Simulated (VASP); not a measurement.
A run of VASP 6.6.1:

INCAR

```
SYSTEM = Au
PREC = Accurate
ENCUT = 520
EDIFF = 1E-6
ISMEAR = 0
SIGMA = 0.15
LREAL = .False.
LASPH = .True.
NELM = 100
ALGO = Fast
ISIF = 2
LWAVE = .False.
LCHARG = .False.
GGA = PE
NBANDS = 12
```

File KPOINTS:

```
Automatic mesh
0
Gamma
  20 20 20
  0 0 0
```

File POSCAR:

```
Au
1.0
   -1.7069870700      1.7069870700      1.6572690000
    1.7069870700     -1.7069870700      1.6572690000
    1.7069870700      1.7069870700     -1.6572690000
Au
1
Direct
    0.0000000000      0.0000000000      0.0000000000
```

Potentials or basis: VASP PAW PBE potentials, release 64 (Au).

Run with:

```bash
$ cat potpaw_PBE.64/Au/POTCAR > POTCAR
$ mpirun -np 1 vasp_std > vasp.out
```

Hardware: 1 thread of Intel(R) Xeon(R) 6975P-C (Granite Rapids) (shared host).

Task: Estimate the wall time of this run.

Result: Run time: 37 s on 1 thread of Intel(R) Xeon(R) 6975P-C (Granite Rapids), on a shared host, peak memory 0.26 GiB. Counts: scf iterations 12, k points 641.
